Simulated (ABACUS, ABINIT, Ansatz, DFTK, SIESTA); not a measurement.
# LiH: equilibrium volume by level of theory

```
Li H
1.0
     0.00000    2.03675    2.03675
     2.03675    0.00000    2.03675
     2.03675    2.03675    0.00000
Li H
1 1
Direct
  0.00000 0.00000 0.00000
  0.50000 0.50000 0.50000
```

```tsv
rung	level	program and potentials	cutoff (eV)	k mesh	smearing	task	core time	chip	equilibrium volume (Å³/atom)	miss	notes
GGA	PBE	Ansatz, Ansatz PAW (earlier soft set)	420	11 × 11 × 11	fermi-dirac 0.05	equation of state	3.6 s	Intel Xeon	(a)	?	-
GGA	PBE	ABACUS, PseudoDojo NC SR 0.5 PBE stringent, plane waves	1320	9 × 9 × 9	fermi-dirac 0.05	equation of state	25 s	Intel Xeon Platinum 8488C Sapphire Rapids	8.04	-5.5 %	fit through 4 volumes
LDA	LDA	ABINIT, PseudoDojo NC SR LDA v0.4.1 standard	1007	8 × 8 × 8	fermi-dirac 0.05	relaxation of cell and atoms	26 s	Arm Neoverse V1	7.47	-12.2 %	-
GGA	BLYP	ABACUS, SSSP 1.3 efficiency PBE, plane waves	748	9 × 9 × 9	fermi-dirac 0.05	equation of state	29 s	Intel Xeon Platinum 8375C Ice Lake	8.18	-3.9 %	potentials made for PBE; fit through 4 volumes
GGA	PBE	DFTK, PseudoDojo SR PBE 0.4.1 standard (PBE)	1007	11 × 11 × 11	fermi-dirac 0.05	equation of state	3.8 min	Intel Xeon Platinum 8375C Ice Lake	8.04	-5.5 %	-
GGA	PBE	SIESTA, files PseudoDojo sr-pbe-0.4.1-standard, DZP (energy shift 0.003 Ry; two zetas on semicore shells)	-	11 × 11 × 11	fermi-dirac 0.05	equation of state	4 min	Arm Neoverse V1	8.04	-5.5 %	atomic basis
```

Times are single runs on shared hosts and different chips, so they are rough; meshes, cutoffs and the tasks' sizes weigh on the time. All rows: no spin polarisation. Smearing widths are in eV. Meshes differ between rows, which moves values too. Meshes are those of the run's cell of 2 atoms unless a note names another. Relaxations start from the cell shown or near it and stop with a little pressure left. The cell shown, of 8.45 Å³ an atom, is the runs' start and not the measured value. Misses use the values as printed. Runs on faulty files, with rough fits or with known faults for this quantity aren't shown. No row holds spin-orbit coupling.

Measured: 8.51 Å³/atom (a printed reference work). The runs are for a static lattice.

Task: Estimate the value left out from the other rows.

Result: (a) 8.05 Å³/atom, miss -5.4 %.
